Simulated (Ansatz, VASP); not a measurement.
# One calculation of SnO, two programs

Contents of POSCAR:

```
SnO
1.0
    3.1642733488      0.0000000000      0.0000000000
    0.0000000000      3.1642733488      0.0000000000
    0.0000000000      0.0000000000      3.1642733488
Sn O
1 1
Direct
    0.0000000000      0.0000000000      0.0000000000
    0.5000000000      0.5000000000      0.5000000000
```

Contents of INCAR.step1:

```
PREC     = Accurate       # precision mode
ENCUT    = 520            # plane-wave cutoff, eV
ISMEAR   = -1             # smearing method
SIGMA    = 0.02           # smearing width, eV
LREAL    = F              # projectors in reciprocal space
LASPH    = T              # aspherical terms in the spheres
NELM     = 60             # most SCF steps
NBANDS   = 17             # bands
GGA      = PE             # functional
ALGO     = Normal         # electronic algorithm
EDIFF    = 1E-4           # SCF threshold, eV
LWAVE    = T              # write WAVECAR
LCHARG   = F              # write CHGCAR
```

Contents of INCAR.step2:

```
PREC     = Accurate       # precision mode
ENCUT    = 520            # plane-wave cutoff, eV
EDIFF    = 1E-6           # SCF threshold, eV
ISMEAR   = -1             # smearing method
SIGMA    = 0.02           # smearing width, eV
LREAL    = F              # projectors in reciprocal space
LASPH    = T              # aspherical terms in the spheres
NELM     = 60             # most SCF steps
ALGO     = Normal         # electronic algorithm
ISIF     = 2              # what is computed and relaxed
LWAVE    = F              # write WAVECAR
LCHARG   = F              # write CHGCAR
METAGGA  = R2SCAN         # meta-GGA
LMIXTAU  = T            
NBANDS   = 17             # bands
ISTART   = 1
```

Contents of KPOINTS:

```
regular mesh
0
Gamma
  6 6 6
```

Input for Ansatz:

```yaml
crystal:
  lattice:
    - [3.1642733488, 0.0, 0.0]
    - [0.0, 3.1642733488, 0.0]
    - [0.0, 0.0, 3.1642733488]
  atoms:
    - { symbol: Sn, position: [0.0, 0.0, 0.0] }
    - { symbol: O, position: [0.5, 0.5, 0.5] }
kpoints:
  mp_grid: { grid: [6, 6, 6] }
hamiltonian:
  xc: r2scan
scf:
  occupations: { method: fermi_dirac, width: 0.02 }
  n_extra_bands: 4
output:
  forces: true
  stress: true
  eigenvalues: true
```

Alike in both runs: task single point; functional r2SCAN; k mesh 6 × 6 × 6; occupations fermi-dirac, width 0.02 eV; no spin polarisation.

```csv
,VASP,Ansatz
version,VASP 6.6.1,Ansatz 0.2.0
potentials or method,"VASP PAW PBE potentials, release 64 (Sn_d, O)","plane waves, PAW"
plane-wave cutoff (eV),520,500
valence electrons in the cell,20,20
```

```tsv
	VASP	Ansatz	Ansatz less VASP
pressure (GPa)	-5.5	-5.5	-0.08
```

Caveats: the PAW data sets were made with another functional, which shifts forces and pressure a little (VASP); spin-orbit coupling is left out, which moves the levels of the heavy elements. r2SCAN opens gaps a little over a GGA but as a rule still falls short of measured ones. A k mesh can miss the band edges.
